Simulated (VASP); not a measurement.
Al:

```
Al
1.0
     0.00000    2.02481    2.02481
     2.02481    0.00000    2.02481
     2.02481    2.02481    0.00000
Al
1
Cartesian
  0.0000 0.0000 0.0000
```

- Program: VASP 6.6.1
- Task: relaxation of cell and atoms
- Functional: PBEsol
- Dispersion: D4
- Potentials or basis: VASP PAW PBE potentials, release 64 (Al)
- Cutoff: 600 eV
- k mesh: 11 × 11 × 11
- Occupations: fermi-dirac, width 0.05 eV
- Spin: no spin polarisation

At the start: pressure -3.7 GPa; volume 16.60 Å³/atom.

Where does the relaxation end?

Over 3 steps the energy falls by 9.0 meV/atom and the volume is 15.85 Å³/atom (-4.5 %); space group Fm-3m (No. 225, to 0.05 Å).

The path:
| step | energy change (eV) | largest force (eV/Å) | pressure (GPa) | volume (Å³) |
| --- | --- | --- | --- | --- |
| 1 | 0.0000 | 0.0000 | -3.70 | 16.60 |
| 2 | -0.0086 | 0.0000 | 0.88 | 15.70 |
| 3 | -0.0090 | 0.0000 | 0.01 | 15.85 |

Final structure:
```xyz
1
Lattice="0.0000 1.9938 1.9938 1.9938 0.0000 1.9938 1.9938 1.9938 0.0000" Properties=species:S:1:pos:R:3 pbc="T T T"
Al    0.0000    0.0000    0.0000
```

The cell as given is a measured one (16.60 Å³/atom); PBEsol+D4 puts the equilibrium volume -4.5 % from it, thermal expansion not counted.

Caveat: the PAW data sets were made with another functional, which shifts forces and pressure a little; pairwise dispersion overbinds metals, which lowers pressure and volume.
